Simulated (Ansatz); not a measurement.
The system is MoS2.

```xyz
3
Lattice="1.5800 0.9122 6.1500 -1.5800 0.9122 6.1500 0.0000 -1.8244 6.1500" Properties=species:S:1:pos:R:3 pbc="T T T"
Mo    0.0000    0.0000    0.0000
S     0.0000    0.0000    7.6936
S     0.0000    0.0000    4.6125
```

Measurements of this composition are mostly on another form, of space group No. 194.

Base run:

* Program: Ansatz 0.2.0
* Functional: PBE
* Potentials or basis: all-electron LAPW, scalar-relativistic
* Cutoff: 246 eV (chosen from the basis error)
* Basis error allowed: 0.002 eV/atom
* k mesh: 10 × 10 × 10
* Occupations: fermi-dirac, width 0.05 eV
* Spin: no spin polarisation

Its results: band gap on the k mesh 0.96 eV, indirect (least direct gap 1.96 eV); pressure 5.4 GPa; largest force 0.522 eV/Å.

**Question.** The run is repeated on the same cell with these changes: functional from PBE to LDA. What comes out?

**Answer.** Band gap on the k mesh 0.88 eV, indirect (least direct gap 1.96 eV); pressure -2.4 GPa; largest force 0.086 eV/Å.

LDA binds more tightly than PBE, so the same cell stands under less pressure.

A k mesh can miss the band edges.
